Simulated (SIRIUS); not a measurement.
TePt:

```
Pt Te
1.0
     3.55919    0.00000    0.00000
     0.00000    3.55919    0.00000
     0.00000    0.00000    3.55919
Pt Te
1 1
Direct
  0.00000 0.00000 0.00000
  0.50000 0.50000 0.50000
```

Measurements of this composition are mostly on another form, of space group No. 166.

Program: SIRIUS 7.10.0. Alike in all runs: task single point; potentials or basis PseudoDojo 0.4.1 PBE standard (scalar relativistic); no spin polarisation; cell as given; k mesh 7 × 7 × 7; cutoff (eV) 1152; smearing fermi-dirac 0.05 eV.

Order these runs on this cell by their pressure, lowest first.
A. level WC; libxc names ["XC_GGA_X_WC", "XC_GGA_C_PBE"]
B. level RPBE; libxc names ["XC_GGA_X_RPBE", "XC_GGA_C_PBE"]
C. level BLYP; libxc names ["XC_GGA_X_B88", "XC_GGA_C_LYP"]
D. level PW91; libxc names ["XC_GGA_X_PW91", "XC_GGA_C_PW91"]
E. level LDA; libxc names ["XC_LDA_X", "XC_LDA_C_PW"]

E (-16.3 GPa), A (-13.7 GPa), D (-9.3 GPa), B (-7.5 GPa), C (-1.9 GPa).

Caveats: the potentials were made for another functional, which shifts forces and pressure.

Runs at the PBE level aren't shown here.
